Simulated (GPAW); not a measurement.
Sc in GPAW: convergence with smearing width (eV)

The system is Sc.

```xyz
1
Lattice="-1.9172 1.9172 1.7176 1.9172 -1.9172 1.7176 1.9172 1.9172 -1.7176" Properties=species:S:1:pos:R:3 pbc="T T T"
Sc    0.0000    0.0000    0.0000
```

This isn't the form of Sc at room conditions, which is hcp.

- Program: GPAW 26.7.0
- Task: convergence study
- Functional: PBE
- Potentials or basis: GPAW PAW data sets (gpaw-data 1.2.1)
- Cutoff: 600 eV
- Basis: pw
- k mesh: 8 × 8 × 8
- Occupations: methfessel-paxton, width 0.5 eV
- Spin: no spin polarisation

These are the settings of the first run; the series varies smearing width (eV), with any setting tied to it.

Hardware: 1 thread of Arm Neoverse V1, with other jobs on the host.

The values tried are 0.5, 0.3, 0.2, 0.15, 0.1, 0.05, 0.025, 0.01, loosest first. From which on does the pressure stay within 0.1 GPa of the tightest run that finished?

From 0.3 on.

```
smearing width (eV)  energy less the tightest run, at zero smearing (meV/atom)  pressure (GPa)  SCF cycles  CPU time (s)  peak memory (GiB)
                0.5                                                       1.72           -0.83           8            12               0.14
                0.3                                                       2.96           -0.95           8            12               0.14
                0.2                                                       1.81           -1.01           8            12               0.14
               0.15                                                       1.29           -1.03           8            11               0.14
                0.1                                                       0.36           -1.03           8            11               0.14
               0.05                                                      -0.37           -0.99           8            11               0.14
              0.025                                                      -0.08           -0.98           8            11               0.14
               0.01                                                       0.00           -0.98           8            11               0.14
```

Against the tightest run, the energy stays within 1 meV/atom from 0.1 on. Narrower smearing needs a denser k mesh, so at a fixed mesh the narrowest width isn't the most accurate. The tightest run that finished is the yardstick and may itself not be fully converged.

Caveat, for the tightest run too: this smearing can pin the Fermi level at a band edge.
